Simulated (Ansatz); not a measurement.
input.yaml (Ansatz)

```yaml
crystal:
  lattice:
    - [4.7473994219, 0.0, 0.0]
    - [-2.3736997109, 4.1113685012, 0.0]
    - [0.0, 0.0, 5.8967267174]
  atoms:
    - { symbol: Te, position: [0.251770737, 0.0, 0.3333333333] }
    - { symbol: Te, position: [1.0, 0.251770737, 0.6666666667] }
    - { symbol: Te, position: [0.748229263, 0.748229263, 0.0] }
hamiltonian:
  xc: revpbe0
  pseudopotentials:
    kind: paw
    azcp:
      Te: "pseudopotentials/Te.paw.azcp"
basis:
  ecutwfc: 420
  fft_grid_basis: typed
kpoints:
  mp_grid: { grid: [4, 4, 3], shift: [0, 0, 0] }
magnetization:
  spin_polarized: false
scf:
  occupations: { method: fermi_dirac, width: 0.1 }
```

Output

```
Engine: ansatz 0.2.0, aarch64-unknown-linux-gnu
Pseudopotentials: kind: paw
Pseudopotential: Te, paw, valence charge 16, recommended cutoff 420 eV (normal) 
Functional definition: revPBE0
  parameter a = 0.25
  parameter kappa = 1.245
  parameter beta = 0.06672455060314922
  exchange = (1 - a)*pbe_x(kappa = kappa, mu = beta*pi^2/3) + a*exact_x
  correlation = pbe_c(beta = beta)
Crystal: 3 atoms, lattice volume = 115.094 Å³
Basis set: ecut = 420 eV, 2233 PW (Γ)
Bands: 29, of which v1, the nominal top of the filled ones, is band 24 counted from 1 (23 counted from 0)
Symmetry: 6 space group operations
Space group: P3121 (ITA 152), of the structure as read, at distance tolerance 4.9e-5 Å
k-points: 9 of 48 (time reversal used)
Non-local potential: Te, projectors of the file, l = 0: 2, l = 1: 2, l = 2: 2, l = 3: 2
PAW form: soft (Blöchl's): semilocal exchange-correlation on the pseudo side does not see the compensation charge
PAW frozen core: Te, regenerated for the run's functional, and the local potential with it (the file was generated under x = pbe(κ = 0.804, μ = 0.2195149727645171), c = pbe(β = 0.06672455060314922))
PAW one-centre angular grid: Te, 590 points (default); XC on 64 Gauss nodes
Initial density: superposition of atomic densities (neutral atoms: chi_scale 0, normalization atom), corrected by the library's trained network
Initial wavefunctions: pseudopotential atomic-orbital guess
Functional: x = revpbe(κ = 1.245, μ = 0.2195149727645171), c = pbe(β = 0.06672455060314922), warm-up for x = 0.75 revpbe(κ = 1.245, μ = 0.2195149727645171) + 0.25 exact, c = pbe(β = 0.06672455060314922)
SCF iter   1: F=—  HF=-20958.797176 eV  |F-HF|=—  |Δ(HF+E_count)|=         —  Δρ=1.68e-3  dr2=1.85e-3  ethr=1.77e-3  ⟨swp⟩=10.1  Hψ=1066  notcnv=0
SCF iter   2: F=—  HF=-20958.799724 eV  |F-HF|=—  |Δ(HF+E_count)|=   2.55e-3  Δρ=8.49e-4  dr2=4.39e-4  ethr=3.85e-6  ⟨swp⟩=4.3  Hψ=751  notcnv=0  defer=3
SCF iter   3: F=-20958.800553 eV  HF=-20958.800575 eV  |F-HF|=2.19e-5  |Δ(HF+E_count)|=   8.50e-4  Δρ=1.97e-4  dr2=5.78e-5  ethr=9.15e-7  ⟨swp⟩=3.2  Hψ=594  notcnv=0  defer=2
SCF 1 stopped early in 3 iterations: F = -20958.800553 eV  dr2 = 5.78e-5
Initial density: handed on by an earlier stage of this run
Initial wavefunctions: those handed on with the density
Functional: x = 0.75 revpbe(κ = 1.245, μ = 0.2195149727645171) + 0.25 exact, c = pbe(β = 0.06672455060314922)
Frozen-core exchange: fock
SCF iter   1: F=—  HF=-20964.576335 eV  |F-HF|=—  |Δ(HF+E_count)|=         —  Δρ=3.73e-3  dr2=1.29e-2  ethr=1.20e-6  ⟨swp⟩=9.3  Hψ=1251  notcnv=0
SCF iter   2: F=—  HF=-20964.572590 eV  |F-HF|=—  |Δ(HF+E_count)|=   3.75e-3  Δρ=1.61e-3  dr2=6.18e-3  ethr=1.20e-6  ⟨swp⟩=4.0  Hψ=788  notcnv=0
SCF iter   3: F=—  HF=-20964.592679 eV  |F-HF|=—  |Δ(HF+E_count)|=   2.01e-2  Δρ=1.15e-3  dr2=1.58e-3  ethr=1.20e-6  ⟨swp⟩=4.0  Hψ=773  notcnv=0
iter 4 solved again at ethr=6.36e-8 eV; its pass at ethr=1.20e-6 eV (dr2=3.05e-5 eV) is discarded
SCF iter   4: F=—  HF=-20964.592374 eV  |F-HF|=—  |Δ(HF+E_count)|=   3.05e-4  Δρ=1.78e-4  dr2=3.39e-4  ethr=6.36e-8  ⟨swp⟩=3.2  Hψ=1149  notcnv=0  defer=2
eigensolver tolerance schedule: the retry pair's looser diagonalisation over-reported the residual by 0.12 of it (diagonalisation noise at 0.13 of the residual, at the tolerance the schedule requests for it); recorded, not acted on — ethr = c·dr2/N_el stays at c = 1.0e-1
SCF iter   5: F=—  HF=-20964.593601 eV  |F-HF|=—  |Δ(HF+E_count)|=   1.23e-3  Δρ=2.07e-4  dr2=6.50e-5  ethr=5.68e-8  ⟨swp⟩=4.1  Hψ=755  notcnv=0
SCF iter   6: F=-20964.593686 eV  HF=-20964.593688 eV  |F-HF|=1.37e-6  |Δ(HF+E_count)|=   8.65e-5  Δρ=6.55e-5  dr2=6.21e-6  ethr=5.68e-8  ⟨swp⟩=3.9  Hψ=581  notcnv=0
SCF 2 stopped early in 6 iterations: F = -20964.593686 eV  dr2 = 6.21e-6
hybrid outer 1: dexx = +2.826e-2 eV, tail = 2.11e-4 eV
Frozen-core exchange: fock
SCF iter   1: F=—  HF=-20964.593896 eV  |F-HF|=—  |Δ(HF+E_count)|=         —  Δρ=2.81e-5  dr2=1.13e-6  ethr=2.20e-6  ⟨swp⟩=4.2  Hψ=574  notcnv=0
SCF iter   2: F=—  HF=-20964.593899 eV  |F-HF|=—  |Δ(HF+E_count)|=   2.67e-6  Δρ=2.05e-5  dr2=4.63e-7  ethr=1.84e-9  ⟨swp⟩=4.4  Hψ=912  notcnv=0  defer=1
iter 3 solved again at ethr=4.30e-11 eV; its pass at ethr=8.91e-10 eV (dr2=2.06e-8 eV) is discarded
SCF iter   3: F=-20964.593899 eV  HF=-20964.593899 eV  |F-HF|=5.39e-9  |Δ(HF+E_count)|=   9.64e-8  Δρ=5.32e-6  dr2=2.12e-8  ethr=4.30e-11  ⟨swp⟩=4.4  Hψ=1285  notcnv=0  defer=3
SCF 3 converged in 3 iterations: F = -20964.593899 eV  dr2 = 2.12e-8
hybrid outer 2: dexx = +2.484e-6 eV, tail = 9.23e-8 eV, Δε = 1.91e-3 eV (about 9.60e-5 eV left of the loop's levels)
hybrid SCF converged: 2 outer / 9 inner (+3 warm-up), last move |dexx| = 2.48e-6 eV, tail = 9.23e-8 eV
Stability not checked: this state was not tested for a lower state beside it, because the functional holds exact exchange (a hybrid, or Hartree-Fock), whose exchange loop this test does not read (fock_operator; see scf.lower_state_search)
Free energy (F): -20964.593899 eV
Frozen-core exchange: fock
Harris-Foulkes:  -20964.593899 eV  (|F-HF|=5.39e-9)
Internal energy: -20964.593885 eV  (E = F + TS)
E sigma→0 (E₀):  -20964.593892 eV
Entropy (-TS):   -0.000014 eV (-0.005 meV/atom)
Fermi energy:    7.221559 eV
--- Per-component energies (eV) ---
  E_band       = -989.178636
  E_kinetic    = 536.193636
  E_local      = -4221.009448  (includes V_loc(G=0)·N_el)
  E_nonlocal   = -937.203722
  E_hartree    = 2599.857038
  E_xc         = -286.225161
  E_vxc        = -239.210524  (∫ρ·V_xc dr)
  E_exx        = -154.657834  (= α·E_x^exact, valence–valence)
  E_paw        = -13941.446534  (= ΣΔE_a)
  E_vpaw       = -1018.348094  (= ΣTr[D̂ρ^β])
  E_aug_tail   = -0.000490  (compensation charges beyond the density's cutoff)
  E_ewald      = -4559.533805
  E_core_change = -0.567566  (= ΣΔE_core)
  E_smearing   = -0.000014  (= −TS)
  E_closure    = 0.000000  (closes the sum)
  Σ components = -20964.593899   (vs F -20964.593899, Δ=0.00e0)
--- Band table (eV; the first three rows and the last of 9) ---
  k-point 0: bands = ["-33.4688", "-33.4688", "-33.4134", "-33.4097", "-33.4097", "-33.3393", "-33.2140", "-33.2085", "-33.2085", "-33.1713", "-33.1713", "-33.1695", "-33.1388", "-33.1056", "-33.1056", "-8.0393", "-4.5919", "-4.5919", "3.0680", "3.2890", "3.2890", "4.5565", "4.5565", "5.6267", "8.7258", "8.7258"]
  k-point 1: bands = ["-33.4926", "-33.4351", "-33.4173", "-33.4173", "-33.3919", "-33.3585", "-33.2139", "-33.2127", "-33.2037", "-33.1738", "-33.1696", "-33.1694", "-33.1300", "-33.1151", "-33.1023", "-7.6110", "-6.3840", "-2.9168", "2.5360", "3.3102", "3.6195", "4.7042", "4.8609", "5.3081", "8.2712", "8.3518"]
  k-point 2: bands = ["-33.4683", "-33.4677", "-33.4134", "-33.4097", "-33.4094", "-33.3395", "-33.2148", "-33.2081", "-33.2078", "-33.1726", "-33.1717", "-33.1679", "-33.1430", "-33.1056", "-33.1028", "-7.7282", "-4.8163", "-4.5453", "1.8459", "2.4681", "2.9256", "4.7640", "5.1301", "5.4373", "8.6818", "8.8090"]
  k-point 8: bands = ["-33.4920", "-33.4334", "-33.4169", "-33.4163", "-33.3918", "-33.3583", "-33.2150", "-33.2125", "-33.2026", "-33.1759", "-33.1692", "-33.1673", "-33.1368", "-33.1181", "-33.0953", "-6.9570", "-6.0058", "-4.0590", "1.2850", "1.7155", "2.4221", "4.2641", "5.3838", "6.0776", "8.5612", "9.3545"]
  guard bands above this table: 3 of the run's 29 bands. The solve was not asked for them (output.publish_guard_bands: true or output.eigenvalues: true publishes all)
```
